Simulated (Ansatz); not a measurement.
# NaH: relaxation and properties

The task here is to estimate one member of a computed series from the others.

Program: Ansatz 0.2.0. Level of theory: DFT r2SCAN, scalar-relativistic, plane waves, PAW. These are calculated values, not measurements.

## The system as given

Symmetry: Fm-3m, No. 225, cubic system. The conventional cell has a = 4.880 Å, b = 4.880 Å, c = 4.880 Å, α = 90.00°, β = 90.00°, γ = 90.00°. Na (site symmetry m-3m) has 6 H at 2.44 Å as nearest neighbours. H (site symmetry m-3m) has 6 Na at 2.44 Å as nearest neighbours.

Structure file:

```xyz
2
Lattice="0.0000 2.4400 2.4400 2.4400 0.0000 2.4400 2.4400 2.4400 0.0000" Properties=species:S:1:pos:R:3 pbc="T T T"
Na    0.0000    0.0000    0.0000
H     2.4400    2.4400    2.4400
```

Source of the structure: the Crystallography Open Database.

The first run:

(A quick probe on a coarse mesh, which set the mesh and smearing, is not shown.)

The input, input.yaml:

```yaml
crystal:
  lattice:
    - [0.0, 2.44, 2.44]
    - [2.44, 0.0, 2.44]
    - [2.44, 2.44, 0.0]
  atoms:
    - { symbol: Na, position: [0.0, 0.0, 0.0] }
    - { symbol: H, position: [0.5, 0.5, 0.5] }
basis:
  ecutwfc: 500
kpoints:
  mp_grid: { grid: [8, 8, 8] }
hamiltonian:
  xc: r2scan
scf:
  occupations: { method: gaussian, width: 0.02 }
output:
  forces: true
  stress: true
  eigenvalues: true
relax:
  adjacent_minimum: "off"
  f_tol: 0.005
  max_steps: 80
  cell: { stress_tol: 0.05 }
```

On the command line:

```sh
> ansatz run input.yaml --threads 1 --pin off --max-ram 2560MiB --backend cpu --events-out ev --progress --plain --runs-dir out
```

Steps of the session up to this table: The relaxation; Electronic structure at the relaxed geometry; Band edges anywhere in the zone; Levels beside the edges; Volume × 0.97; Point at V/V0 = 1.03; Point at V/V0 = 0.94; The cell scaled to 1.06 of its volume.

One table of the session follows, with a row left open; its other results are not shown here.

It belongs to the step «Energy against volume». 

```
volume (Å³/atom)  energy above the lowest point (meV/atom)  pressure (GPa)  gap on the mesh (eV)
          12.949                                       4.2            1.70                  4.51
          13.363                                       1.0            0.79                  4.46
          13.776                                       0.0            0.01                  4.40
          14.189                                         ?               ?                     ?
          14.602                                       3.4           -1.27                  4.30
```

Estimate the missing values for volume (Å³/atom) = 14.189.

Worked estimate for «energy above the lowest point (meV/atom)». A straight line through the neighbours (13.776, 0.0) and (14.602, 3.4) gives 0.0 + (3.4 − 0.0) × (14.189 − 13.776) / (14.602 − 13.776) = 1.7; a parabola fitted to 3 rows on both sides gives 0.8.

As computed: energy above the lowest point (meV/atom): 0.9; pressure (GPa): -0.68; gap on the mesh (eV): 4.35. In «energy above the lowest point (meV/atom)» the line misses by +0.8 and the parabola by -0.1.
